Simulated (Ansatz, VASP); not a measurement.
**ZnS in VASP and in Ansatz**

Contents of INCAR:

```
  PREC = Accurate
  ENCUT = 520
  EDIFF = 1E-6
  ISMEAR = 0
  SIGMA = 0.05
  LREAL = False
  LASPH = True
  NELM = 80
  ALGO = Normal
  ISIF = 2
  LWAVE = False
  LCHARG = False
  GGA = PE
  NBANDS = 16
```

KPOINTS

```
Automatic mesh
0
Gamma
  10 10 10
```

The input POSCAR:

```
ZnS
1.0
    0.0000000000      2.3627294039      3.5440941059
    2.3627294039      0.0000000000      3.5440941059
    2.3627294039      2.3627294039      0.0000000000
Zn S
1 1
Direct
    0.0000000000      0.0000000000      0.0000000000
    0.7500000000      0.7500000000      0.7500000000
```

Input for Ansatz:

```yaml
crystal:
  lattice:
    - [0.0, 2.3627294039, 3.5440941059]
    - [2.3627294039, 0.0, 3.5440941059]
    - [2.3627294039, 2.3627294039, 0.0]
  atoms:
    - { symbol: Zn, position: [0.0, 0.0, 0.0] }
    - { symbol: S, position: [0.75, 0.75, 0.75] }
basis:
  ecutwfc: 420
kpoints:
  mp_grid: { grid: [10, 10, 10] }
hamiltonian:
  xc: pbe
scf:
  occupations: { method: gaussian, width: 0.05 }
output:
  forces: true
  stress: true
  eigenvalues: true
  write_density: true
  write_potential: true
  elf: true
  volumetric_format: npy
```

Alike in both runs: task single point; functional PBE; k mesh 10 × 10 × 10; occupations gaussian, width 0.05 eV; no spin polarisation.

|  | VASP | Ansatz |
| --- | --- | --- |
| version | VASP 6.6.1 | Ansatz 0.2.0 |
| potentials or method | VASP PAW PBE potentials, release 64 (Zn, S) | scalar-relativistic, plane waves, PAW |
| plane-wave cutoff (eV) | 520 | 420 |
| valence electrons in the cell | 18 | 18 |

```tsv
	VASP	Ansatz	Ansatz less VASP
gap on the k mesh at the Fermi level (eV)	none	none	-
pressure (GPa)	-0.8	-0.9	-0.13
largest component of the traceless stress (GPa)	20.18	20.27	+0.096
```

A gap of «none» marks a metal or a gap that the smearing closes.
